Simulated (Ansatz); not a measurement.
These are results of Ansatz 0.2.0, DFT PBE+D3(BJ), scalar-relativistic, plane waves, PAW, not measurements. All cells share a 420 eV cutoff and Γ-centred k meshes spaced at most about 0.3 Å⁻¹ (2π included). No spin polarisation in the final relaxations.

All energies are static (0 K, no zero-point motion). All come from trial cells, and lower structures may exist.

**Question.** Which of these relaxed structures of SiO2 is the lowest in energy?
A.

```
Si O
1.0
     2.32721   -1.34376    0.00000
     2.32721    1.34376    0.00000
    -1.53467    0.00000    4.57545
Si O
1 2
Direct
  0.00000 0.00000 0.00000
  0.73261 0.73261 0.19996
  0.26739 0.26739 0.80004
```

B.

```
Si O
1.0
     1.34276    0.77524    4.90050
    -1.34276    0.77524    4.90050
     0.00000   -1.55049    4.90050
Si O
1 2
Cartesian
  0.0000 0.0000 0.0000
  0.0000 0.0000 5.8170
  0.0000 0.0000 8.8846
```

**Answer.** A. It has space group C2/m (No. 12); the next, B, with space group R-3m (No. 166), lies 10 meV/atom higher. Counting O atoms around Si (those within 1.25 times the shortest such distance or 1.15 times the sum of covalent radii), the lowest and the next both have Si 6.

Cells relaxed within their symmetry can be saddle points. The C2/m cell of SiO2 came from shaking the R-3m one. The part of the Crystallography Open Database at hand lists SiO2 in space groups No. 1, 3, 5, 6, 7 and others; sharing a group (C2/m) doesn't make a cell the listed structure. Some structure types and database cells were kept out of the candidates from the start, so a known form may be missing.
